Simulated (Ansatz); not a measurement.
A first try at a band structure of CdSe, space group Fm-3m, using Ansatz 0.2.0, Python API.

The script, `cdse.py`:
```python
'''Band structure of CdSe.'''

import sys

import ansatz as az
from ase import Atoms
import matplotlib.pyplot as plt
import numpy as np

atoms = Atoms(
    ['Cd', 'Se'],
    scaled_positions=[
        (0.0, 0.0, 0.0),
        (0.5, 0.5, 0.5),
    ],
    cell=[
        (0.0, 2.873958, 2.873958),
        (2.873958, 0.0, 2.873958),
        (2.873958, 2.873958, 0.0),
    ],
    pbc=True,
)
cdse = az.Crystal.from_ase(atoms)

# high-symmetry points in fractions of the reciprocal vectors
path = [
    ('K', (0.375, 0.375, 0.75)),
    ('G', (0.0, 0.0, 0.0)),
    ('L', (0.5, 0.5, 0.5)),
    ('W', (0.5, 0.25, 0.75)),
    ('X', (0.5, 0.0, 0.5)),
]
model = cdse.calculation()
model = model.pseudopotentials('paw').scf(tolerance=1e-09)
model = model.basis(19 * az.Ha)
model = model.functional('LDA')
model = model.kpoints(6, 6, 6).occupations('Fixed')
model = model.band_structure([point for _, point in path], intervals=6)
model = model.scf(extra_bands=10)
model = model.density_of_states(energy_step=0.1)
try:
    outcome = model.run()
except az.NonConvergedError as error:
    sys.exit(f'no convergence: {error}')
except az.RefusalError as error:
    sys.exit(f'input refused: {error}')
report = outcome.report

n_atoms = len(report['lattice']['sites'])
print('F =', round(report['free_energy_ev'], 4), 'eV for', n_atoms, 'atoms')
print('E(sigma -> 0) =', round(report['energy_sigma0_ev'], 4), 'eV, TS =', round(report['entropy_ts_ev'], 5), 'eV')
print('closed by', report['closed_by'], 'after', report['n_iterations'], 'iterations')

dos = outcome.density_of_states()
energy = np.asarray(dos.energies_ev) - dos.fermi_ev
states, count = np.asarray(dos.spin_summed_g_bin_mean_per_ev), np.asarray(dos.spin_summed_integrated)
g_fermi = float(np.interp(0.0, energy, states))
print(f'g(E_F) = {g_fermi:.3f} states/eV per cell')
for low, high in ((-10, -6), (-6, -3), (-3, 0), (0, 3)):
    print(f'states between {low} and {high} eV: {np.interp(high, energy, count) - np.interp(low, energy, count):.3f}')

bands = outcome.band_structure()
fermi = bands.fermi_energy_ev
print(f'zero of the bands: {fermi:.3f} eV, the Fermi level found on the SCF mesh')
reciprocal = 2 * np.pi * np.linalg.inv(outcome.lattice.cell_ang).T
steps = np.linalg.norm(np.diff(bands.kpoints_frac @ reciprocal, axis=0), axis=1)
distance = np.concatenate([[0], np.cumsum(steps)])
fig, ax = plt.subplots(figsize=(5, 4))
for channel, colour in zip(bands.channels, ('C0', 'C3')):
    ax.plot(distance, channel.eigenvalues_ev - fermi, colour, lw=1)
ax.set_xticks(distance[::6], [label for label, _ in path])
ax.set(ylim=(-8, 8), ylabel='E - E_F (eV)', xlim=(0, distance[-1]))
ax.grid(axis='x')
fig.savefig('bands.png', dpi=100)
first = bands.channels[0].eigenvalues_ev - fermi
near = np.argsort(np.abs(first.mean(axis=0)))[:4]
for band in sorted(near):
    print(f'band {band + 1}: {first[:, band].min():.3f} to {first[:, band].max():.3f} eV')
```

`python cdse.py` gives:
```text
RunWarning: iter 1: σ=0 fill of 18 bands saw a band overlap (occupied 9.7113 eV > unoccupied 9.0441 eV) — on an unconverged iterate often a transient of an unconverged empty band; one that stands at [...]
RunWarning: the bands overlap at the fill by count (18 filled at each k-point of a channel): the highest filled level, 9.677168 eV at k-index 3, stands 0.6563 eV over the lowest empty one, 9.020918 [...]
F = -13501.9608 eV for 2 atoms
E(sigma -> 0) = -13501.9608 eV, TS = 0.0 eV
closed by deck_thresholds after 7 iterations
g(E_F) = 0.064 states/eV per cell
states between -10 and -6 eV: 10.000
states between -6 and -3 eV: 1.897
states between -3 and 0 eV: 4.110
states between 0 and 3 eV: 1.556
zero of the bands: 9.677 eV, the Fermi level found on the SCF mesh
band 16: -4.980 to -0.590 eV
band 17: -3.543 to 0.000 eV
band 18: -3.093 to 0.038 eV
band 19: -0.656 to 3.661 eV
```
(Warnings from the package without file and line, shortened.)

The script ran to its end, but the result can't be trusted. Why?

The fault: fixed occupations, though the bands overlap at this level of theory. The correction:

```diff
--- before
+++ after
@@ -36,3 +36,3 @@
 model = model.functional('LDA')
-model = model.kpoints(6, 6, 6).occupations('Fixed')
+model = model.kpoints(6, 6, 6).occupations('fermi_dirac', width=0.1)
 model = model.band_structure([point for _, point in path], intervals=6)
```

The mended script runs so:

`python cdse.py` gives:
```text
F = -13501.9911 eV for 2 atoms
E(sigma -> 0) = -13501.9843 eV, TS = 0.01355 eV
closed by deck_thresholds after 7 iterations
g(E_F) = 0.055 states/eV per cell
states between -10 and -6 eV: 10.000
states between -6 and -3 eV: 2.012
states between -3 and 0 eV: 4.002
states between 0 and 3 eV: 1.779
zero of the bands: 9.846 eV, the Fermi level found on the SCF mesh
band 16: -5.151 to -0.786 eV
band 17: -3.726 to -0.194 eV
band 18: -3.265 to -0.157 eV
band 19: -0.814 to 3.489 eV
```

Notes:
- Total energies depend on the potentials; only differences at equal settings carry meaning. A total without «per atom» is that of the whole cell that was run.
- For a metal this k-point mesh is coarse: on a finer one energies can move by several to tens of meV an atom and pressures by half a GPa or more, differences at one mesh by less.
- This is a high-temperature or high-pressure form, not the ambient phase.
- The structure comes from a database of computed cells and needn't be a stable or known phase.
- Gaps and levels are Kohn-Sham values on a finite set of k-points, without spin-orbit coupling.
- The density of states is complete only as far up as bands were computed.
- Run time: 3.1 s on 1 thread of Arm Neoverse V2, with other jobs on the host, peak memory 0.41 GiB.
